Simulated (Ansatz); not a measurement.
The system is V.

```
V
1.0
     2.60429    0.00000    0.00000
    -1.30215    2.25538    0.00000
     0.00000    0.00000    4.72334
V
2
Direct
  0.33333 0.66667 0.25000
  0.66667 0.33333 0.75000
```

This isn't the form of V at room conditions, which is bcc.

Base run:

```yaml
Program: Ansatz 0.2.0
Functional: RPBE
Potentials_or_basis: all-electron LAPW, scalar-relativistic
Cutoff: 262 eV (chosen from the basis error)
Basis_error_allowed: 0.001 eV/atom
k_mesh: 12 × 12 × 6
Occupations: gaussian, width 0.1 eV
Spin: collinear spin, ferromagnetic start
Starting_moments: "[2.0, 2.0] μB"
```

Its results: band gap on the k mesh none (metal or under the smearing width); pressure 3.5 GPa; net moment 0.00 μB per cell.

Problem. The run is repeated on the same cell with these changes: functional from RPBE to PBE. What comes out?

Solution. Band gap on the k mesh none (metal or under the smearing width); pressure -0.6 GPa; net moment 0.00 μB per cell.

PBE binds more tightly than RPBE, so the same cell stands under less pressure.

Caveats: the starting moments weren't kept.
